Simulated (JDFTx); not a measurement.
The system is Zn.

```
Zn
1.0
    -1.56904    1.56904    1.56904
     1.56904   -1.56904    1.56904
     1.56904    1.56904   -1.56904
Zn
1
Direct
  0.00000 0.00000 0.00000
```

This isn't the form of Zn at room conditions, which is hcp.

| Quantity | Value |
| --- | --- |
| Program | JDFTx 1.7.0 (patched build) |
| Task | relaxation of cell and atoms |
| Functional | TPSS |
| Potentials or basis | SG15-PBE-1.2 with smoothed tails |
| Cutoff | 1361 eV |
| Density cutoff | 5442 eV |
| k mesh | 6 × 6 × 6 |
| Occupations | fermi-dirac, width 0.05 eV |
| Spin | no spin polarisation |

At the start: pressure -2.9 GPa; volume 15.45 Å³/atom.

**Question.** Where does the relaxation end?

**Answer.** Over 5 steps the energy falls by 5.5 meV/atom and the volume is 14.87 Å³/atom (-3.8 %); space group Im-3m (No. 229, to 0.05 Å).

Step by step:
```tsv
step	energy change (eV)	largest force (eV/Å)	pressure (GPa)	volume (Å³)
1	0.0000	0.0000	-2.93	15.45
2	-0.0011	0.0000	-2.62	15.39
3	-0.0055	0.0000	-0.13	14.89
4	-0.0055	0.0000	0.00	14.87
5	-0.0055	0.0000	0.00	14.87
```

Final structure:
```xyz
1
Lattice="-1.5491 1.5491 1.5491 1.5491 -1.5491 1.5491 1.5491 1.5491 -1.5491" Properties=species:S:1:pos:R:3 pbc="T T T"
Zn    0.0000    0.0000    0.0000
```

Caveat: the k mesh is coarse (spacing up to 0.47 Å⁻¹), so the values aren't converged; meta-GGA forces are noisy on this grid; the potentials were made for another functional, which shifts forces and pressure.
